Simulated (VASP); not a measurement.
# Se: dielectric tensor with LDA

Crystal: Se.

```
Se
1.0
     4.36620    0.00000    0.00000
    -2.18310    3.78124    0.00000
     0.00000    0.00000    4.95360
Se
3
Cartesian
  1.6910 2.9289 0.0000
  -0.4921 0.8523 3.3024
  0.9841 0.0000 1.6512
```

```
Program                : VASP 6.6.1
Task                   : dielectric tensor
Functional             : LDA
Potentials or basis    : VASP PAW LDA potentials, release 64 (Se)
Cutoff                 : 800 eV
k mesh                 : 12 × 12 × 10
Occupations            : gaussian, width 0.01 eV
Spin                   : no spin polarisation
Further INCAR settings : ALGO = Normal; EDIFF = 1e-08
```

| Quantity | Value |
| --- | --- |
| Band gap on the k mesh | 0.91 eV, indirect (least direct gap 1.13 eV) |
| Electronic dielectric tensor (diagonal) | 9.95, 9.95, 15.15 |
| Born charges (mean of the diagonal) | Se +0.00 e |

Levels at points of the mesh, in eV from the valence-band top:
| k point | band 5 | band 6 | band 7 | band 8 | band 9 | band 10 | band 11 | band 12 | band 13 |
| --- | --- | --- | --- | --- | --- | --- | --- | --- | --- |
| (0.00, 0.00, 0.00) | -3.86 | -3.80 | -2.06 | -2.06 | -0.40 | 1.79 | 1.79 | 2.08 | 5.88 |
| (0.50, 0.00, 0.00) | -4.75 | -3.48 | -2.95 | -1.80 | -1.01 | 1.83 | 2.23 | 4.05 | 5.08 |
| (0.00, 0.00, 0.50) | -3.40 | -3.40 | -1.58 | -1.58 | -1.12 | 1.08 | 1.08 | 1.20 | 6.15 |
| (0.50, 0.00, 0.50) | -4.46 | -4.28 | -1.97 | -1.40 | 0.00 | 1.56 | 2.63 | 2.89 | 6.07 |

Electronic dielectric tensor:
```
 9.95  0.00  0.00
 0.00  9.95  0.00
 0.00  0.00 15.15
```

Born effective charge tensors (e):
atom 1, Se
```
-0.43  0.75  0.37
 0.75  0.43 -0.21
 0.72 -0.41  0.00
```
atom 2, Se
```
-0.43 -0.75 -0.37
-0.75  0.43 -0.21
-0.72 -0.41  0.00
```
atom 3, Se
```
 0.86  0.00  0.00
 0.00 -0.86  0.42
 0.00  0.83  0.00
```

It took 81 min on 1 thread of Intel(R) Xeon(R) Platinum 8488C (Sapphire Rapids), on a shared host, peak memory 2.7 GiB.

A k mesh can miss the band edges. LDA gaps usually lie below the measured ones, often by a third to a half.
